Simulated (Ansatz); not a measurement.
What does this script print? It uses the Ansatz DFT code, driven from Python.

`zrse2.cif`
```cif
data_ZrSe2
_cell_length_a 3.798000
_cell_length_b 3.798000
_cell_length_c 6.192000
_cell_angle_alpha 90.00000
_cell_angle_beta 90.00000
_cell_angle_gamma 120.00000
_symmetry_space_group_name_H-M 'P 1'
_symmetry_Int_Tables_number 1
loop_
_symmetry_equiv_pos_as_xyz
'x, y, z'
loop_
_atom_site_label
_atom_site_type_symbol
_atom_site_fract_x
_atom_site_fract_y
_atom_site_fract_z
Zr1 Zr    0.000000    0.000000    0.000000
Se2 Se    0.333333    0.666667    0.250000
Se3 Se    0.666667    0.333333    0.750000
```

Script `zrse2_partial.py`:
```python
"""Densities of the top valence and bottom conduction bands of ZrSe2."""

from collections import Counter
import itertools
import json

import ansatz as az
from ase.io import read
import numpy as np

MESH = (6, 6, 3)
OCCUPATIONS = "fixed"


def main() -> None:
    atoms = read("zrse2.cif")
    xtal = az.Crystal.from_ase(atoms)

    model = (
        xtal.calculation()
        .functional(az.Functional.PBE)
        .basis(41 * az.Ry)
        .kpoints(mesh=MESH)
        .occupations(OCCUPATIONS)
        .band_densities([("v3", "v1"), ("c1", "c1")])
    )
    res = model.run(events_out="events.ndjson")
    data = res.report
    with open("events.ndjson") as stream:
        kinds = Counter(json.loads(line)["event"] for line in stream)
    print("events:", {kind: kinds[kind] for kind in ("scf_iter", "scf_done", "notice", "finished")})
    # share of each window within a sphere about each atom, summed on the grid
    cell = np.asarray(res.lattice.cell_ang)
    for names, window in zip([("v3", "v1"), ("c1", "c1")], res.band_densities().windows):
        density = window.outcome.density
        rho = density.channels[0].density_e_per_ang3
        axes = density.fft_grid_basis @ cell
        points = np.stack(np.meshgrid(*(np.arange(n) / n for n in rho.shape), indexing="ij"), axis=-1)
        print("bands", names, "electrons", np.round(window.outcome.n_electrons, 3), "peak", round(float(rho.max()), 3), "e/A^3")
        for index, site in enumerate(res.lattice.sites):
            offset = points - np.asarray(site.position_ang) @ np.linalg.inv(axes)
            offset -= np.round(offset)
            distance = np.min([np.linalg.norm((offset + image) @ axes, axis=-1) for image in itertools.product((-1, 0, 1), repeat=3)], axis=0)
            print(f"   {index} {site.symbol:2s} {100 * rho[distance < 1.0].sum() / rho.sum():5.1f} % within 1.0 A")


if __name__ == "__main__":
    main()
```

```console
$ python zrse2_partial.py
DeckWarning: the atoms were moved onto the symmetric positions of the space group found under crystal.symmetry.tolerance 1.0e-5 (fractional; no operation is sought that the atoms, as they stand in a round, miss by more than twice it, and no atom is moved by [...]
events: {'scf_iter': 6, 'scf_done': 1, 'notice': 2, 'finished': 1}
bands ('v3', 'v1') electrons [6.] peak 0.397 e/A^3
   0 Zr   6.9 % within 1.0 A
   1 Se  16.6 % within 1.0 A
   2 Se  16.6 % within 1.0 A
bands ('c1', 'c1') electrons [2.] peak 0.377 e/A^3
   0 Zr  34.0 % within 1.0 A
   1 Se   4.2 % within 1.0 A
   2 Se   4.2 % within 1.0 A
```
(Warnings from the package without file and line, shortened.)

Caveats:
- Of the deposited cell: the entry's cell lengths or inner coordinates differ somewhat from later room-temperature determinations.
- The structure is a deposited one; some such entries were measured under pressure or heat, so a shift against it needn't be the functional's error alone.
- The windows are summed over all k-points with every state counted as full, the empty ones too; where a window cuts a degenerate level its bands share the weight. Values near the nuclei depend on the potentials. Spheres that overlap count density twice, so shares are no populations.
- Hardware and time: 3.9 s on 1 thread of Arm Neoverse V1, on a shared host, peak memory 0.48 GiB.

(Lines on the test bed's own set-up are left out of the output.)
